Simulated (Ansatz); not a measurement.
# NaCl: levels along high-symmetry lines

```
Na Cl
1.0
     4.77897    0.00000    0.00000
    -2.38948    4.13871    0.00000
     0.00000    0.00000    5.65830
Na Cl
2 2
Direct
  0.33333 0.66667 0.93800
  0.66667 0.33333 0.43800
  0.33333 0.66667 0.43800
  0.66667 0.33333 0.93800
```

Atoms are numbered in the order listed.

The cell was built from the wurtzite type and relaxed in the same program, and has space group P6_3/mmc; it needn't be a known or the stable phase. The relaxation left the symmetry of that type.

Method: DFT, PBE, all-electron LAPW, scalar-relativistic (Ansatz 0.2.0).

Sampling and basis: a Γ-centred 10×10×6 k mesh, Fermi–Dirac smearing of 0.03 eV, basis error target 0.5 meV/atom, no spin polarisation.

Points in fractions of the reciprocal vectors of this cell: Γ (0, 0, 0), M (0.5, 0, 0), K (0.333, 0.333, 0), A (0, 0, 0.5), L (0.5, 0, 0.5), H (0.333, 0.333, 0.5). The path joins them by straight lines in the order Γ–M–K–Γ–A–L–H–A–L; legs that retrace an earlier one aren't tabulated. Energies are in eV from the top of the valence band.

Problem. Metal or insulator at this level of theory?

Solution. An insulator or semiconductor: gap 4.74 eV, direct at Γ.

Problem. Tabulate bands 21 to 27, counted from the lowest band of the run, along the path.

Solution. 
| k (1/Å) | point | band 21 | band 22 | band 23 | band 24 | band 25 | band 26 | band 27 |
| --- | --- | --- | --- | --- | --- | --- | --- | --- |
| 0.00 | Γ | -0.73 | -0.30 | -0.30 | 0.00 | 4.74 | 7.53 | 9.68 |
| 0.11 |  | -0.74 | -0.33 | -0.29 | -0.02 | 4.84 | 7.60 | 9.49 |
| 0.22 |  | -0.78 | -0.41 | -0.28 | -0.06 | 5.11 | 7.79 | 9.10 |
| 0.33 |  | -0.82 | -0.52 | -0.26 | -0.14 | 5.51 | 8.03 | 8.74 |
| 0.43 |  | -0.87 | -0.61 | -0.24 | -0.23 | 5.99 | 8.06 | 8.64 |
| 0.54 |  | -0.91 | -0.68 | -0.34 | -0.23 | 6.48 | 7.84 | 8.73 |
| 0.65 |  | -0.93 | -0.73 | -0.43 | -0.22 | 6.94 | 7.60 | 8.72 |
| 0.76 | M | -0.92 | -0.74 | -0.48 | -0.22 | 7.22 | 7.40 | 8.69 |
| 0.82 |  | -0.92 | -0.74 | -0.48 | -0.22 | 7.23 | 7.43 | 8.68 |
| 0.88 |  | -0.90 | -0.75 | -0.50 | -0.24 | 7.27 | 7.50 | 8.63 |
| 0.95 |  | -0.88 | -0.76 | -0.52 | -0.26 | 7.33 | 7.62 | 8.52 |
| 1.01 |  | -0.85 | -0.77 | -0.55 | -0.28 | 7.39 | 7.78 | 8.42 |
| 1.07 |  | -0.80 | -0.80 | -0.60 | -0.30 | 7.44 | 7.95 | 8.35 |
| 1.13 |  | -0.83 | -0.75 | -0.64 | -0.31 | 7.48 | 8.13 | 8.30 |
| 1.20 | K | -0.86 | -0.70 | -0.70 | -0.31 | 7.49 | 8.28 | 8.31 |
| 1.32 |  | -0.83 | -0.78 | -0.57 | -0.30 | 7.38 | 8.00 | 8.35 |
| 1.45 |  | -0.96 | -0.70 | -0.44 | -0.28 | 6.93 | 7.97 | 8.57 |
| 1.57 |  | -0.95 | -0.62 | -0.30 | -0.27 | 6.33 | 8.17 | 8.54 |
| 1.70 |  | -0.90 | -0.54 | -0.26 | -0.18 | 5.73 | 8.22 | 8.52 |
| 1.82 |  | -0.81 | -0.44 | -0.27 | -0.08 | 5.22 | 7.87 | 8.97 |
| 1.95 |  | -0.75 | -0.34 | -0.29 | -0.02 | 4.87 | 7.62 | 9.43 |
| 2.07 | Γ | -0.73 | -0.30 | -0.30 | 0.00 | 4.74 | 7.53 | 9.68 |
| 2.15 |  | -0.73 | -0.30 | -0.30 | -0.03 | 4.79 | 7.53 | 9.63 |
| 2.23 |  | -0.71 | -0.32 | -0.32 | -0.12 | 4.94 | 7.52 | 9.54 |
| 2.31 |  | -0.69 | -0.35 | -0.35 | -0.26 | 5.16 | 7.46 | 9.46 |
| 2.39 |  | -0.65 | -0.42 | -0.38 | -0.38 | 5.45 | 7.34 | 9.42 |
| 2.47 |  | -0.61 | -0.59 | -0.43 | -0.43 | 5.78 | 7.12 | 9.42 |
| 2.55 |  | -0.57 | -0.57 | -0.47 | -0.47 | 6.13 | 6.83 | 9.47 |
| 2.63 | A | -0.52 | -0.52 | -0.52 | -0.52 | 6.49 | 6.49 | 9.58 |
| 2.74 |  | -0.53 | -0.53 | -0.49 | -0.49 | 6.54 | 6.54 | 9.53 |
| 2.85 |  | -0.54 | -0.54 | -0.42 | -0.42 | 6.67 | 6.67 | 9.41 |
| 2.95 |  | -0.55 | -0.55 | -0.36 | -0.36 | 6.85 | 6.85 | 9.32 |
| 3.06 |  | -0.57 | -0.57 | -0.30 | -0.30 | 7.03 | 7.03 | 9.32 |
| 3.17 |  | -0.59 | -0.59 | -0.27 | -0.27 | 7.17 | 7.17 | 9.41 |
| 3.28 |  | -0.60 | -0.60 | -0.25 | -0.25 | 7.25 | 7.25 | 9.54 |
| 3.39 | L | -0.60 | -0.60 | -0.24 | -0.24 | 7.28 | 7.28 | 9.61 |
| 3.45 |  | -0.62 | -0.62 | -0.23 | -0.23 | 7.30 | 7.30 | 9.59 |
| 3.51 |  | -0.65 | -0.65 | -0.21 | -0.21 | 7.37 | 7.37 | 9.51 |
| 3.58 |  | -0.70 | -0.70 | -0.18 | -0.18 | 7.49 | 7.49 | 9.35 |
| 3.64 |  | -0.75 | -0.75 | -0.16 | -0.16 | 7.63 | 7.63 | 9.14 |
| 3.70 |  | -0.79 | -0.79 | -0.14 | -0.14 | 7.79 | 7.79 | 8.92 |
| 3.76 |  | -0.81 | -0.81 | -0.13 | -0.13 | 7.94 | 7.94 | 8.75 |
| 3.83 | H | -0.82 | -0.82 | -0.13 | -0.13 | 8.01 | 8.01 | 8.68 |
| 3.95 |  | -0.79 | -0.79 | -0.14 | -0.14 | 7.81 | 7.81 | 8.88 |
| 4.08 |  | -0.73 | -0.73 | -0.18 | -0.18 | 7.51 | 7.51 | 9.13 |
| 4.20 |  | -0.65 | -0.65 | -0.24 | -0.24 | 7.22 | 7.22 | 9.22 |
| 4.33 |  | -0.59 | -0.59 | -0.31 | -0.31 | 6.96 | 6.96 | 9.27 |
| 4.45 |  | -0.55 | -0.55 | -0.39 | -0.39 | 6.72 | 6.72 | 9.37 |
| 4.58 |  | -0.53 | -0.53 | -0.48 | -0.48 | 6.55 | 6.55 | 9.51 |
| 4.70 | A | -0.52 | -0.52 | -0.52 | -0.52 | 6.49 | 6.49 | 9.58 |

Kohn–Sham gaps of semilocal functionals usually fall short of measured ones.
